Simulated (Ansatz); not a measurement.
Te2Mo, a slab with vacuum:

```
Te Mo
1.0
     3.56138    0.00000    0.00000
    -1.78069    3.08425    0.00000
     0.00000    0.00000   38.99027
Te Mo
8 4
Direct
  0.33333 0.66667 0.32822
  0.33333 0.66667 0.95182
  0.66667 0.33333 0.14008
  0.66667 0.33333 0.76363
  0.66667 0.33333 0.04818
  0.66667 0.33333 0.67178
  0.33333 0.66667 0.23637
  0.33333 0.66667 0.85992
  0.66667 0.33333 0.28234
  0.66667 0.33333 0.90586
  0.33333 0.66667 0.09414
  0.33333 0.66667 0.71766
```

Base run:

| Item | Value |
| --- | --- |
| Program | Ansatz 0.2.0 |
| Functional | PBEsol |
| Potentials or basis | Ansatz PAW |
| Cutoff | 420 eV (not typed: the program's choice for these potentials) |
| k mesh | 7 × 7 × 1 |
| Occupations | fermi-dirac, width 0.05 eV |
| Spin | no spin polarisation |
| Hubbard terms | Mo d U = 8 eV |

Its results: band gap on the k mesh 1.05 eV, indirect (least direct gap 1.44 eV); largest force 0.258 eV/Å.

Question: The run is repeated on the same cell with these changes: hubbard terms from Mo d U = 8 eV to Mo d U = 6 eV. What comes out?

Answer: Band gap on the k mesh 0.94 eV, direct; largest force 0.316 eV/Å.

Caveats: odd divisions of the mesh miss points on the zone boundary, where band edges often lie, so the gap on the mesh can be too wide; spin-orbit coupling is left out, which moves the levels of the heavy elements; the PAW data sets come from PBE, with cores solved anew for the run's functional, which leaves a small shift of forces and pressure; the U is typed as a test and isn't derived for this compound.

A k mesh can miss the band edges.
